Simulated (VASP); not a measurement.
## Sb: electric field gradients with PBEsol

Crystal: Sb.

```
CELL_PARAMETERS angstrom
3.08334 0.00000 0.00000
0.00000 3.08334 0.00000
0.00000 0.00000 3.08334
ATOMIC_POSITIONS crystal
Sb 0.00000 0.00000 0.00000
```

This isn't the form of Sb at room conditions, which is rhombohedral.

| Item | Value |
| --- | --- |
| Program | VASP 6.6.1 |
| Task | electric field gradients |
| Functional | PBEsol |
| Potentials or basis | VASP PAW PBE potentials, release 64 (Sb) |
| Cutoff | 520 eV |
| k mesh | 12 × 12 × 12 |
| Occupations | fermi-dirac, width 0.05 eV |
| Spin | no spin polarisation |
| Dipole correction | no |
| Further INCAR settings | ALGO = Normal; EDIFF = 1e-08; NBANDS = 8 |

The pressure is -1.1 GPa. The band gap on the k mesh is none (metal or under the smearing width).

Levels at points of the mesh, in eV from the Fermi level:
```tsv
k point	band 1	band 2	band 3	band 4	band 5	band 6	band 7
(0.00, 0.00, 0.00)	-12.62	3.22	3.22	3.22	6.88	6.88	8.16
(0.50, 0.00, 0.00)	-10.14	-5.81	5.29	5.29	9.02	10.48	11.40
(0.50, 0.50, 0.00)	-7.49	-3.70	-3.70	1.97	7.40	12.95	13.21
(0.50, 0.50, 0.50)	-4.53	-1.73	-1.73	-1.73	4.70	4.70	4.70
```

Electric field gradients, principal values (V/Å²):
```
atom    Vxx    Vyy    Vzz
1 Sb  0.000  0.000  0.000
```

It took 19 s on 1 thread of Intel(R) Xeon(R) Platinum 8175M CPU @ 2.50GHz (Skylake/Cascade Lake), with other jobs on the host, peak memory 0.14 GiB.

Caveat: the PAW data sets were made with another functional, which shifts forces and pressure a little. The run has no spin-orbit coupling, so splittings on Sb are missing.
